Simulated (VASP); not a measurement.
# CuAu (R-3m) in VASP: single point with PBEsol

Aim: the single point of CuAu with PBEsol.

Everything below comes from runs of VASP 6.6.1. Logs are shortened: lines on timing, memory, paths and dates and some standing lists are left out, and cuts for length are marked.

**1. Starting point**

It takes space group R-3m (No. 166, trigonal). Conventional cell: a = 2.886 Å, b = 2.886 Å, c = 12.769 Å, α = 90.00°, β = 90.00°, γ = 120.00°. Cu (site symmetry -3m) has 6 Au at 2.70 Å and 6 Cu at 2.89 Å as nearest neighbours. Au (site symmetry -3m) has 6 Cu at 2.70 Å and 6 Au at 2.89 Å as nearest neighbours.

The cell comes from a database or a generator and needn't be the stable form of this composition.

**2. Single point, PBEsol**

File INCAR:

```
ALGO     = Fast           # electronic algorithm
EDIFF    = 1E-6           # SCF threshold, eV
ENCUT    = 520            # plane-wave cutoff, eV
GGA      = PS             # functional
ISIF     = 2              # what is computed and relaxed
ISMEAR   = 0              # smearing method
LASPH    = T              # aspherical terms in the spheres
LCHARG   = F              # write CHGCAR
LREAL    = F              # projectors in reciprocal space
LWAVE    = F              # write WAVECAR
NBANDS   = 18             # bands
NELM     = 100            # most SCF steps
PREC     = Accurate       # precision mode
SIGMA    = 0.15           # smearing width, eV
```

File KPOINTS:

```
k-points
0
Gamma
  21 21 21
```

File POSCAR:

```
CuAu
1.0
    1.4430568479      0.8331492596      4.2561707609
   -1.4430568479      0.8331492596      4.2561707609
    0.0000000000     -1.6662985192      4.2561707609
Cu Au
1 1
Direct
    0.5000000000      0.5000000000      0.5000000000
    0.0000000000      0.0000000000      0.0000000000
```

Potentials or basis: VASP PAW PBE potentials, release 64 (Cu, Au).

On the command line:

```bash
cat potpaw_PBE.64/Cu/POTCAR potpaw_PBE.64/Au/POTCAR > POTCAR
mpirun -np 1 vasp_std > vasp.out
```

OUTCAR:

```text
EDIFF = 1E-6
   ENCUT = 520
   GGA = PS
   ISIF = 2
   ISMEAR = 0
   LASPH = T
   LREAL = F
   NELM = 100
   PREC = Accurate

 ion  position               nearest neighbor table
   1  0.500  0.500  0.500-   2 2.70   2 2.70   2 2.70   2 2.70   2 2.70   2 2.70
   2  0.000  0.000  0.000-   1 2.70   1 2.70   1 2.70   1 2.70   1 2.70   1 2.70

  LATTYP: Found a trigonal (rhomboedric) cell.
 ALAT       =     4.5707264522
 COS(alpha) =     0.8006453295

  Lattice vectors:

 A1 = (   1.4430568479,   0.8331492596,   4.2561707609)
 A2 = (  -1.4430568479,   0.8331492596,   4.2561707609)
 A3 = (   0.0000000000,  -1.6662985192,   4.2561707609)

Analysis of symmetry for initial positions (statically):
=====================================================================
 Subroutine PRICEL returns:
 Original cell was already a primitive cell.

 Routine SETGRP: Setting up the symmetry group for a
 trigonal (rhombohedral) supercell.

 Subroutine GETGRP returns: Found 12 space group operations
 (whereof 12 operations were pure point group operations)
 out of a pool of 12 trial point group operations.

The static configuration has the point symmetry D_3d.

Analysis of symmetry for dynamics (positions and initial velocities):
=====================================================================
 Subroutine PRICEL returns:
 Original cell was already a primitive cell.

 Routine SETGRP: Setting up the symmetry group for a
 trigonal (rhombohedral) supercell.

 Subroutine GETGRP returns: Found 12 space group operations
 (whereof 12 operations were pure point group operations)
 out of a pool of 12 trial point group operations.

The dynamic configuration has the point symmetry D_3d.

 Subroutine INISYM returns: Found 12 space group operations
 (whereof 12 operations are pure point group operations),
 and found     1 'primitive' translations

----------------------------------------------------------------------------------------

                                     Primitive cell

  volume of cell :      30.7027

  direct lattice vectors                    reciprocal lattice vectors
     1.443056848  0.833149260  4.256170761     0.346486696  0.200044187  0.078317660
    -1.443056848  0.833149260  4.256170761    -0.346486696  0.200044187  0.078317660
     0.000000000 -1.666298519  4.256170761     0.000000000 -0.400088375  0.078317660

  length of vectors
     4.570726452  4.570726452  4.570726452     0.407681694  0.407681694  0.407681694

  position of ions in fractional coordinates (direct lattice)
     0.500000000  0.500000000  0.500000000
     0.000000000  0.000000000  0.000000000

  ion indices of the primitive-cell ions
   primitive index   ion index
                 1           1
                 2           2

----------------------------------------------------------------------------------------

 KPOINTS: k-points

Automatic generation of k-mesh.
 Grid dimensions read from file:
 generate k-points for:   21   21   21

 Generating k-lattice:

  Cartesian coordinates                     Fractional coordinates (reciprocal lattice)
     0.016499366  0.009525914  0.003729412     0.047619048  0.000000000  0.000000000
    -0.016499366  0.009525914  0.003729412     0.000000000  0.047619048  0.000000000
     0.000000000 -0.019051827  0.003729412     0.000000000  0.000000000  0.047619048

  Length of vectors
     0.019413414  0.019413414  0.019413414

  Shift w.r.t. Gamma in fractional coordinates (k-lattice)
     0.000000000  0.000000000  0.000000000

 Subroutine IBZKPT returns following result:
 ===========================================

 Found    891 irreducible k-points:

 Following reciprocal coordinates:
            Coordinates               Weight
  0.000000  0.000000  0.000000      1.000000
  0.047619  0.000000  0.000000      6.000000
  0.095238  0.000000 -0.000000      6.000000
  0.142857  0.000000 -0.000000      6.000000
  0.190476  0.000000 -0.000000      6.000000
  0.238095  0.000000  0.000000      6.000000
[... 16 lines left out ...]
 -0.428571  0.047619  0.000000     12.000000
 -0.380952  0.047619  0.000000     12.000000
 [... further k-points ...]
   k-points           NKPTS =    891   k-points in BZ     NKDIM =    891   number of bands    NBANDS=     18
   number of dos      NEDOS =    301   number of ions     NIONS =      2
   total plane-waves  NPLWV =  46656
   dimension x,y,z NGX =    36 NGY =   36 NGZ =   36
   dimension x,y,z NGXF=    72 NGYF=   72 NGZF=   72
   ions per type =               1   1
   NGX,Y,Z   is equivalent  to a cutoff of  13.09, 13.09, 13.09 a.u.
   NGXF,Y,Z  is equivalent  to a cutoff of  26.19, 26.19, 26.19 a.u.
 SYSTEM =  unknown system
   PREC   = accura    normal or accurate (medium, high low for compatibility)
   ISTART =      0    job   : 0-new  1-cont  2-samecut
   ICHARG =      2    charge: 1-file 2-atom 10-const
   ISPIN  =      1    spin polarized calculation?
   LNONCOLLINEAR =      F non collinear calculations
   LSORBIT =      F    spin-orbit coupling
   LASPH  =      T    aspherical Exc in radial PAW
   ENCUT  =  520.0 eV  38.22 Ry    6.18 a.u.   8.50  8.50  8.50*2*pi/ulx,y,z
   NELM   =    100;   NELMIN=  2; NELMDL= -5     # of ELM steps
   EDIFF  = 0.1E-05   stopping-criterion for ELM
   LREAL  =      F    real-space projection
   EDIFFG = 0.1E-04   stopping-criterion for IOM
   NSW    =      0    number of steps for IOM
   IBRION =     -1    ionic relax: 0-MD 1-quasi-New 2-CG
   NFREE  =      0    steps in history (QN), initial steepest desc. (CG)
   ISIF   =      2    stress and relaxation
   ISYM   =      2    0-nonsym 1-usesym 2-fastsym
   POTIM  = 0.5000    time-step for ionic-motion
   TEBEG  =    0.0;   TEEND  =   0.0 temperature during run
   PSTRESS=    0.0 pullay stress
   NELECT =      22.0000    total number of electrons
   NUPDOWN=      -1.0000    fix difference up-down
   EMIN   =  10.00;   EMAX   =-10.00  energy-range for DOS
   EFERMI =   0.00;   METHOD = LEGACY
   ISMEAR =     0;   SIGMA  =   0.15  broadening in eV -4-tet -1-fermi 0-gaus
   EFERMI_NEDOS =   21; number of points for ismear=-14 and -15
   IALGO  =     68    algorithm
   IMIX   =      4    mixing-type and parameters
     AMIX     =   0.40;   BMIX     =  1.00
     AMIX_MAG =   1.60;   BMIX_MAG =  1.00
  volume/ion in A,a.u.               =      15.35       103.60
  Fermi-wavevector in a.u.,A,eV,Ry     =   1.464952  2.768359 29.199270  2.146086
  Thomas-Fermi vector in A             =   2.580867
   LORBIT       =      0    0 simple, 1 ext, 2 COOP (PROOUT), +10 PAW based schemes
   GGA     = PS    functional components
   LHFCALC =     F    Hartree Fock is set to
   AEXX    =    0.0000 exact exchange contribution
   IVDW    =     0    specifies the selected vdW correction
   LEPSILON=     F    determine dielectric tensor
   LRPA    =     F    only Hartree local field effects (RPA)
 non-spin polarized calculation
 RMM-DIIS sequential band-by-band and
 Gauss-broadening in eV      SIGMA  =   0.15
  energy-cutoff  :      520.00
  volume of cell :       30.70
 maximum number of plane-waves:       861
 NGX is ok and might be reduce to    36
   NGX = 17   NGY = 17   NGZ = 17

 number of electron      21.9999999 magnetization

 Free energy of the ion-electron system (eV)
  ---------------------------------------------------
  ext. energy  EPLUGINS =         0.00000000
  ---------------------------------------------------
  free energy    TOTEN  =        -8.16046295 eV

  energy without entropy =       -8.15349829  energy(sigma->0) =       -8.15698062

 E-fermi :   7.7762     XC(G=0): -12.5117

 val. band max:        7.7727383105   @ k =  -0.2857   0.4762   0.2857
 cond. band min:       7.7785500565   @ k =  -0.4762   0.1905   0.0000
 fundamental gap:      0.0058117460
 Fermi energy:         7.7761802650

 k-point     1 :       0.0000    0.0000    0.0000
  band No.  band energies     occupation
      1      -1.6139      2.00000
      2       1.4399      2.00000
      3       3.1220      2.00000
      4       3.1220      2.00000
      5       4.1117      2.00000
      6       4.1117      2.00000
[... 10 lines left out ...]
     17      25.2400      0.00000
     18      27.8427      0.00000

 k-point     2 :       0.0476    0.0000    0.0000
  band No.  band energies     occupation
      1      -1.5437      2.00000
      2       1.4808      2.00000
      3       3.0938      2.00000
      4       3.1653      2.00000
      5       4.0557      2.00000
      6       4.1140      2.00000
[... 10 lines left out ...]
     17      25.0845      0.00000
     18      27.3483      0.00000

 k-point     3 :       0.0952    0.0000   -0.0000
  band No.  band energies     occupation
      1      -1.3357      2.00000
      2       1.5992      2.00000
      3       3.0164      2.00000
      4       3.2925      2.00000
      5       3.8934      2.00000
      6       4.1213      2.00000
[... 10 lines left out ...]
     17      24.7585      0.00000
     18      26.2220      0.00000

 k-point     4 :       0.1429    0.0000   -0.0000
  band No.  band energies     occupation
      1      -0.9990      2.00000
      2       1.7791      2.00000
      3       2.9152      2.00000
      4       3.4947      2.00000
      5       3.6474      2.00000
      6       4.1349      2.00000
[... 375 lines left out ...]
      4       4.0047      2.00000
      5       4.1227      2.00000
      6       4.6403      2.00000
[... 10 lines left out ...]
     17      20.3209      0.00000
     18      21.3246      0.00000

 k-point    23 :      -0.4286    0.0476    0.0000
  band No.  band energies     occupation
      1       1.2262      2.00000
      2       2.0899      2.00000
      3       3.1302      2.00000
      4       4.0016      2.00000
      5       4.1436      2.00000
      6       4.6494      2.00000
[... 10 lines left out ...]
     17      20.6869      0.00000
     18      22.0543      0.00000

 k-point    24 :      -0.3810    0.0476    0.0000
  band No.  band energies     occupation
      1       1.2091      2.00000
      2       2.1544      2.00000
      3       2.8394      2.00000
      4       3.9816      2.00000
      5       4.0423      2.00000
      6       4.6894      2.00000
[... 10 lines left out ...]
     17      21.1373      0.00000
     18      22.8806      0.00000

 [... further k-points ...]
[... 5 lines left out ...]
  --------------------------------------------------------------------------------------
  -------------------------------------------------------------------------------------
  Total       -1.8016617     -1.8016617     -1.6719886      0.0000000      0.0000000      0.0000000
  in kB      -94.0171909    -94.0171909    -87.2503857      0.0000000      0.0000000      0.0000000
  external PRESSURE =     -91.7615892 kB  Pullay stress =       0.0000000 kB

 VOLUME and BASIS-vectors are now :
 -----------------------------------------------------------------------------
  energy-cutoff  :      520.00
  volume of cell :       30.70
      direct lattice vectors                 reciprocal lattice vectors
     1.443056848  0.833149260  4.256170761     0.346486696  0.200044187  0.078317660
    -1.443056848  0.833149260  4.256170761    -0.346486696  0.200044187  0.078317660
     0.000000000 -1.666298519  4.256170761     0.000000000 -0.400088375  0.078317660

 POSITION                                       TOTAL-FORCE (eV/Angst)
 -----------------------------------------------------------------------------------
      0.00000      0.00000      6.38426         0.000000      0.000000     -0.000000
      0.00000      0.00000      0.00000         0.000000      0.000000      0.000000
 -----------------------------------------------------------------------------------
    total drift:                                0.000000     -0.000000      0.000000

  FREE ENERGIE OF THE ION-ELECTRON SYSTEM (eV)
  ---------------------------------------------------
  free  energy   TOTEN  =        -8.1604629523 eV

  energy  without entropy=       -8.1534982936  energy(sigma->0) =       -8.15698062
```

Run time: 19 min. Hardware: 1 thread of Intel Xeon Platinum 8488C (Sapphire Rapids), shared host; peak memory 0.66 GiB.

What came out:

* Free energy: -8.1605 eV
* Pressure: -9.2 GPa
* Band gap on the k mesh: none (metal or under the smearing width)

Levels at points of the mesh, in eV from the Fermi level:
```csv
k point,band 9,band 10,band 11,band 12,band 13,band 14
"(0.00, 0.00, 0.00)",-2.10,-1.48,-1.48,-0.04,4.64,14.60
```

Caveat: the PAW data sets were made with another functional, which shifts forces and pressure a little.
